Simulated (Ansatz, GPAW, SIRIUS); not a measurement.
## Cost and result for the bulk modulus of ZnS

**What was measured.** The bulk modulus of ZnS (F-43m) is reported as 76.9 GPa (arxiv:0911.5022). The runs below try to reproduce it.

The structure is cubic, space group F-43m (No. 216). The conventional cell has a = 5.404 Å, b = 5.404 Å, c = 5.404 Å, α = 90.00°, β = 90.00°, γ = 90.00°. Around Zn (site symmetry -43m) lie 4 S at 2.34 Å. S (site symmetry -43m) has 4 Zn at 2.34 Å as nearest neighbours.

```csv
rung,level,program and potentials,cutoff (eV),k mesh,smearing,core time,chip,bulk modulus (GPa),miss,notes
GGA,PBE,"Ansatz, Ansatz PAW (earlier soft set)",420,9 × 9 × 9,fermi-dirac 0.05,12 s,Intel Xeon,69.6,-9.5 %,-
GGA,WC,"GPAW, PAW data sets generated for this functional",600,7 × 7 × 7,fermi-dirac 0.05,41 s,INTEL XEON PLATINUM 8581C Emerald Rapids,79.6,+3.5 %,-
GGA,revPBE,"GPAW, the program's PAW data sets (release 1.2.1) made for this functional",600,7 × 7 × 7,fermi-dirac 0.05,59 s,Intel Xeon Platinum 8488C Sapphire Rapids,64.4,-16.3 %,-
GGA + dispersion,OLYP+D4,"GPAW, PAW data sets generated for this functional",600,7 × 7 × 7,fermi-dirac 0.05,60 s,Intel Xeon Platinum 8488C Sapphire Rapids,75.4,-2.0 %,-
non-local van der Waals functional,C09-vdW,"GPAW, GPAW PAW data sets (gpaw-data 1.2.1)",600,7 × 7 × 7,fermi-dirac 0.05,61 s,AMD EPYC 7B13 Zen 3,74.6,-3.0 %,potentials made for PBE
GGA + dispersion,RPBE+D4,"GPAW, the program's PAW data sets (release 1.2.1) made for this functional",600,7 × 7 × 7,fermi-dirac 0.05,62 s,Intel Xeon Platinum 8488C Sapphire Rapids,74.9,-2.6 %,-
GGA,PBE,"GPAW, PAW data sets generated for this functional",600,7 × 7 × 7,fermi-dirac 0.05,69 s,Arm Neoverse V2,70.0,-9.0 %,-
GGA,PBEint,"GPAW, PAW data sets generated for this functional",600,7 × 7 × 7,fermi-dirac 0.05,70 s,Arm Neoverse V2,74.8,-2.7 %,-
non-local van der Waals functional,optB88-vdW,"GPAW, GPAW PAW data sets (gpaw-data 1.2.1)",600,7 × 7 × 7,fermi-dirac 0.05,74 s,Arm Neoverse V1,68.5,-10.9 %,potentials made for PBE
GGA,PBE,"GPAW, GPAW PAW data sets (gpaw-data 1.2.1), newer versions",600,7 × 7 × 7,fermi-dirac 0.05,86 s,Arm Neoverse V1,70.0,-9.0 %,-
non-local van der Waals functional,optPBE-vdW,"GPAW, GPAW PAW data sets (gpaw-data 1.2.1)",600,7 × 7 × 7,fermi-dirac 0.05,88 s,Arm Neoverse V1,65.2,-15.2 %,potentials made for PBE
GGA + dispersion,revPBE+D3(BJ),"GPAW, the program's PAW data sets (release 1.2.1) made for this functional",600,7 × 7 × 7,fermi-dirac 0.05,88 s,Arm Neoverse V1,78.2,+1.7 %,-
non-local van der Waals functional,vdW-DF-cx,"GPAW, GPAW PAW data sets (gpaw-data 1.2.1)",600,7 × 7 × 7,fermi-dirac 0.05,92 s,Arm Neoverse V1,72.6,-5.6 %,potentials made for PBE
GGA,PBEsol,"GPAW, PAW data sets generated for this functional",600,9 × 9 × 9,fermi-dirac 0.05,98 s,AMD EPYC 7R43 Zen 3,79.0,+2.7 %,-
GGA,PBEsol,"Ansatz, all-electron LAPW, scalar-relativistic",-,9 × 9 × 9,fermi-dirac 0.05,1.8 min,Arm Neoverse V2,78.9,+2.6 %,-
GGA,PBEsol,"SIRIUS, all-electron FP-LAPW, apw+lo standard",-,9 × 9 × 9,fermi-dirac 0.05,4.9 min,Arm Neoverse V2,80.5,+4.7 %,-
GGA,PBEsol,"SIRIUS, PseudoDojo 0.4.1 PBEsol standard (scalar relativistic)",1152,9 × 9 × 9,fermi-dirac 0.05,5.9 min,Arm Neoverse V2,78.9,+2.6 %,-
```

Times are single runs on shared hosts and different chips, so they are rough; meshes, cutoffs and the tasks' sizes weigh on the time. Task: equation of state. All rows: no spin polarisation. Smearing widths are in eV. The cell comes from a database and isn't always the measured one. Meshes differ between rows, which moves values too. Meshes are those of the run's cell of 2 atoms unless a note names another. Misses use the values as printed. Runs on faulty files, with rough fits or with known faults for this quantity aren't shown. No row holds spin-orbit coupling.

By rung: GGA 64.4 to 80.5; GGA + dispersion 74.9 to 78.2; non-local van der Waals functional 65.2 to 74.6 (GPa). Measured: 76.9 GPa (arxiv:0911.5022). Closest is revPBE+D3(BJ) (+1.7 %), and PBE misses by -9.5 % to -9.0 % on plain settings. The runs are for a static lattice, while measurements hold temperature and zero-point motion.

The bulk modulus of ZnS follows the exchange part of the functional more than the program or potentials. Among the plain GGAs it rises from revPBE through PBE and PBEint to PBEsol and WC. Exchange that grows strongly with the density gradient favours inhomogeneous densities, which weakens and lengthens the polar-covalent Zn–S bonds. The modulus falls quickly as the volume grows, so the softness of revPBE and PBE probably reflects an overexpanded lattice more than a wrong curvature at a given volume.

Adding D3(BJ) to revPBE lifts the value from 64.4 to 78.2 GPa, as expected when an extra attraction contracts the cell. The good agreement therefore suggests that the correction offsets underbinding by the exchange, and it doesn't show that dispersion dominates the cohesion of ZnS. The PBEsol runs alone span 78.9 to 80.5 GPa, so the softness of PBE relative to PBEsol is well supported, but a ranking of the functionals closest to experiment is not.
